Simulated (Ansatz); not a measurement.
The reference is MgF₂ in the rutile structure (space group P4_2/mnm, No. 136; a = 4.6984 Å, c = 3.0928 Å). Axes: x, y, z lie along a, b, c of the conventional cell.

Calculations: PBE (Ansatz, a quantum-chemistry and plane-wave program, PAW, no spin-orbit coupling).

One thing is altered: the cell is stretched by 3.00 % along z with no lateral relaxation; the atoms relax in the strained cell.

Predict the stress tensor and what it implies for the stiffness.

Stress of the strained cell less that of the base (GPa, compression positive):
```
  -1.61    0.00    0.00
   0.00   -1.61    0.00
   0.00    0.00   -5.15
```

Then −Δσ_ii/ε with ε = 0.0300 gives secant stiffness values (nonlinear terms included at this strain): C33 ≈ 172 GPa, C13 ≈ 54 GPa and C23 ≈ 54 GPa.

As a check, the harmonic strain energy −½ V₀ Δσ:ε is 5.5 meV/atom; the computed energy rise is 5.6 meV/atom.

Whether these cells are dynamically stable was not tested.
